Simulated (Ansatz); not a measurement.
NiO:

```
CELL_PARAMETERS angstrom
0.00000 2.08590 2.08590
2.08590 0.00000 2.08590
2.08590 2.08590 0.00000
ATOMIC_POSITIONS crystal
Ni 0.00000 0.00000 0.00000
O 0.50000 0.50000 0.50000
```

```yaml
Program: Ansatz 0.2.0
Task: relaxation of cell and atoms
Functional: BLYP
Potentials_or_basis: all-electron LAPW, scalar-relativistic
Basis_error_allowed: 0.001 eV/atom
k_mesh: 11 × 11 × 11
Occupations: fermi-dirac, width 0.05 eV
Spin: collinear spin, ferromagnetic start
Starting_moments: "[1.0, 0.0] μB"
```

At the start: volume 9.08 Å³/atom.

Where does the relaxation end?

Over 5 steps the energy falls by 31.4 meV/atom and the volume is 9.82 Å³/atom (+8.2 %); space group Fm-3m (No. 225, to 0.05 Å); moment 1.89 μB per cell.

The path:
| step | energy change (eV) | largest force (eV/Å) | volume (Å³) |
| --- | --- | --- | --- |
| 1 | 0.0000 | 0.0000 | 18.15 |
| 2 | -0.0429 | 0.0000 | 18.78 |
| 3 | -0.0626 | 0.0000 | 19.56 |
| 4 | -0.0627 | 0.0000 | 19.63 |
| 5 | -0.0628 | 0.0000 | 19.63 |

Final structure:
```cif
data_structure
_symmetry_space_group_name_H-M 'P 1'
_symmetry_Int_Tables_number 1
_cell_length_a 3.0281
_cell_length_b 3.0281
_cell_length_c 3.0281
_cell_angle_alpha 60.000
_cell_angle_beta 60.000
_cell_angle_gamma 60.000
_cell_volume 19.63
loop_
_atom_site_label
_atom_site_type_symbol
_atom_site_fract_x
_atom_site_fract_y
_atom_site_fract_z
_atom_site_occupancy
Ni1 Ni 0.00000 0.00000 0.00000 1
O1 O 0.50000 0.50000 0.50000 1
```

Caveat: a cell with one magnetic atom can't hold antiferromagnetic order, which such compounds often take.
